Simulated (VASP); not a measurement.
AgCl, 2 atoms in the cell. It takes space group Pm-3m (No. 221, cubic). Conventional cell: a = 3.434 Å, b = 3.434 Å, c = 3.434 Å, α = 90.00°, β = 90.00°, γ = 90.00°. Ag (site symmetry m-3m) is surrounded by 8 Cl at 2.97 Å. Around Cl (site symmetry m-3m) lie 8 Ag at 2.97 Å. Measurements of this composition are mostly on another form, of space group No. 225.

- Program: VASP 6.6.1
- Task: single point
- Functional: PBE
- Potentials or basis: VASP PAW PBE potentials, release 64 (Ag_GW, Cl_GW)
- Cutoff: 450 eV
- k mesh: 4 × 4 × 4
- Occupations: gaussian, width 0.02 eV
- Spin: no spin polarisation
- Further INCAR settings: ALGO = Fast; EDIFF = 1e-06

Potentials or basis: VASP PAW PBE potentials, release 64 (Ag_GW, Cl_GW).

Run with:

```bash
$ cat potpaw_PBE.64/Ag_GW/POTCAR potpaw_PBE.64/Cl_GW/POTCAR > POTCAR
$ mpirun -np 1 vasp_std > vasp.out
```

Hardware: 1 thread of Intel(R) Xeon(R) Platinum 8488C (Sapphire Rapids), with other jobs on the host.

Task: Estimate the wall time of this run.

Result: Run time: 9.1 s on 1 thread of Intel(R) Xeon(R) Platinum 8488C (Sapphire Rapids), on a shared host, peak memory 0.14 GiB. Counts: scf iterations 14, k points 10.
